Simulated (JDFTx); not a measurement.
Crystal: Pb.

```
Pb
1.0
     3.48000    0.00000    0.00000
    -1.74000    3.01377    0.00000
     0.00000    0.00000    5.59000
Pb
2
Direct
  0.66667 0.33333 0.75000
  0.33333 0.66667 0.25000
```

This isn't the form of Pb at room conditions, which is fcc.

```yaml
Program: JDFTx 1.7.0 (patched build)
Task: single point
Functional: PBEsol
Potentials_or_basis: PseudoDojo-SR-PBEsol-0.4.1-standard with smoothed tails
Cutoff: 762 eV
Density_cutoff: 6095 eV
k_mesh: 9 × 9 × 5
Occupations: fermi-dirac, width 0.05 eV
Spin: no spin polarisation
```

On this cell: pressure 1.1 GPa; largest force under 0.003 eV/Å; band gap on the k mesh none (metal or under the smearing width).

The same run follows on a disturbed copy (atoms moved at random, drawn with an rms of 0.05 Å):

```xyz
2
Lattice="3.4800 0.0000 0.0000 -1.7400 3.0138 0.0000 0.0000 0.0000 5.5900" Properties=species:S:1:pos:R:3 pbc="T T T"
Pb    1.7483    1.0604    4.1723
Pb   -0.0038    2.0711    1.4324
```

Q: What does the disturbed cell give?

A: The energy (extrapolated to zero smearing) moves by +0.9 meV/atom; pressure 1.2 GPa; largest force 0.079 eV/Å; band gap on the k mesh none (metal or under the smearing width).

Forces in eV/Å, atoms in the order of the input:
```
Pb  -0.003  0.002  0.079
Pb   0.003 -0.002 -0.079
```

Stress tensor (GPa, compression positive):
```
-0.09  0.01 -0.01
 0.01 -0.09  0.00
-0.01  0.00  3.71
```

Caveats: the empty levels aren't tightly converged (some runs).
